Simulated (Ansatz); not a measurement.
Input and command of a calculation in Ansatz (plane waves; scalar-relativistic PAW potentials unless the input names others):

```yaml
crystal:
  lattice:
    - [3.3363005054, 0.0, 0.0]
    - [0.0, 3.3363005054, 0.0]
    - [0.0, 0.0, 3.3363005054]
  atoms:
    - { symbol: Ti, position: [0.0, 0.0, 0.0] }
    - { symbol: Al, position: [0.5, 0.5, 0.5] }
basis:
  ecutwfc: 420
kpoints:
  mp_grid: { grid: [14, 14, 14], kspacing: 0.3 }
hamiltonian:
  xc: pbe
scf:
  occupations: { method: gaussian, width: 0.1 }
  max_iter: 50
output:
  forces: true
  eigenvalues: true
  stress: true
```

```bash
ansatz run input.yaml --threads 1 --pin off --max-ram 1331MiB --backend cpu --events-out ev --progress --plain --runs-dir out
```

**Question.** Will this input run?

**Answer.** The program refuses it, because of a mesh typed together with a spacing (kpoints.mp_grid.kspacing: not typed → 0.3). Without that key it is accepted.

Abridged log:
```
Error: invalid value for `kpoints.mp_grid.kspacing`: mutually exclusive with `grid` — set one or the other
```